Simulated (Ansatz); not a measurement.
The system is CsSnI3.

```
Cs I Sn
1.0
     6.20570    0.00000    0.00000
     0.00000    6.20570    0.00000
     0.00000    0.00000    6.20570
Cs I Sn
1 3 1
Direct
  0.00000 0.00000 0.00000
  0.50000 0.50000 0.00000
  0.50000 0.00000 0.50000
  0.00000 0.50000 0.50000
  0.50000 0.50000 0.50000
```

| Quantity | Value |
| --- | --- |
| Program | Ansatz 0.2.0 |
| Task | single point |
| Functional | PBEsol |
| Potentials or basis | all-electron LAPW, scalar-relativistic |
| Cutoff | 190 eV (chosen from the basis error) |
| Basis error allowed | 0.001 eV/atom |
| k mesh | 5 × 5 × 5 |
| Occupations | fermi-dirac, width 0.05 eV |
| Spin | no spin polarisation |

On this cell: pressure -0.7 GPa; largest force zero by symmetry; band gap on the k mesh 1.73 eV, direct.

The same run follows on a disturbed copy (atoms moved at random, drawn with an rms of 0.05 Å):

```
Cs I Sn
1.0
     6.20570    0.00000    0.00000
     0.00000    6.20570    0.00000
     0.00000    0.00000    6.20570
Cs I Sn
1 3 1
Direct
  0.99540 0.99366 0.99756
  0.50557 0.49643 0.00787
  0.49834 0.99677 0.49596
  0.01305 0.50280 0.49803
  0.49958 0.50147 0.49721
```

Question: What changes?

Answer: The energy moves by +1.5 meV/atom; pressure -0.6 GPa; largest force 0.112 eV/Å; band gap on the k mesh 1.69 eV, direct.

Forces on the atoms (eV/Å):
```
Cs   0.002 -0.002  0.004
I    0.021  0.002 -0.092
I    0.034  0.028  0.027
I   -0.109 -0.009  0.023
Sn   0.052 -0.019  0.038
```

Caveats: spin-orbit coupling is left out, which moves the levels of the heavy elements; an odd mesh through Γ misses points on the zone boundary, where band edges often lie; the cell was measured hot, at 500 K.
